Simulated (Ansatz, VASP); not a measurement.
Given: the input of a run of Ansatz 0.2.0 on MgO.

The input input.yaml:

```yaml
crystal:
  lattice:
    - [0.0, 2.0686600618, 2.0686600618]
    - [2.0686600618, 0.0, 2.0686600618]
    - [2.0686600618, 2.0686600618, 0.0]
  atoms:
    - { symbol: Mg, position: [0.0, 0.0, 0.0] }
    - { symbol: O, position: [0.5, 0.5, 0.5] }
hamiltonian:
  xc: pbe
  pseudopotentials: { kind: paw, azcp: { folder: soft_1 } }
kpoints:
  mp_grid: { grid: [11, 11, 11] }
scf:
  occupations: { method: fermi_dirac, width: 0.05 }
output:
  forces: true
  stress: true
  eigenvalues: true
```

Potentials or basis: Ansatz PAW soft_1.

Run with:

```console
$ ansatz run input.yaml --threads 1 --pin off --max-ram 3584MiB --backend cpu --events-out ev --progress --plain --runs-dir out
```

Task: Set up the same calculation for VASP 6.6.1. Potentials there: VASP PAW PBE potentials, release 64 (Mg, O).

Result: As run (the cutoff follows the program's own potentials):

Contents of INCAR:

```
SYSTEM = MgO
  PREC = Accurate
  ENCUT = 520
  EDIFF = 1E-6
  ISMEAR = -1
  SIGMA = 0.05
  LREAL = .FALSE.
  LASPH = .TRUE.
  NELM = 60
  ALGO = Normal
  ISIF = 2
  LWAVE = .FALSE.
  LCHARG = .FALSE.
  GGA = PE
  NBANDS = 11
```

Contents of KPOINTS:

```
regular mesh
0
G
  11 11 11
  0 0 0
```

File POSCAR:

```
MgO
1.0
    0.0000000000      2.0686600618      2.0686600618
    2.0686600618      0.0000000000      2.0686600618
    2.0686600618      2.0686600618      0.0000000000
Mg O
1 1
Direct
    0.0000000000      0.0000000000      0.0000000000
    0.5000000000      0.5000000000      0.5000000000
```

Potentials or basis: VASP PAW PBE potentials, release 64 (Mg, O).

Launch:

```console
$ cat potpaw_PBE.64/Mg/POTCAR potpaw_PBE.64/O/POTCAR > POTCAR
$ mpirun -np 1 vasp_std > vasp.out
```

Both were run:

|  | VASP | Ansatz | Ansatz less VASP |
| --- | --- | --- | --- |
| gap on the k mesh at the Fermi level (eV) | 5.27 | 5.29 | +0.019 |
| least direct gap on the mesh (eV) | 5.27 | 5.29 | +0.019 |
| pressure (GPa) | 14.0 | 14.8 | +0.79 |

The functional is the same, so the differences come from potentials, cutoffs and numerics. The two sets of potentials don't hold the same shells in valence.

Caveats: odd divisions of the mesh miss points on the zone boundary, where band edges often lie, so the gap on the mesh can be too wide (Ansatz); the pressure holds a Pulay correction of +0.4 GPa for the finite cutoff (Ansatz).
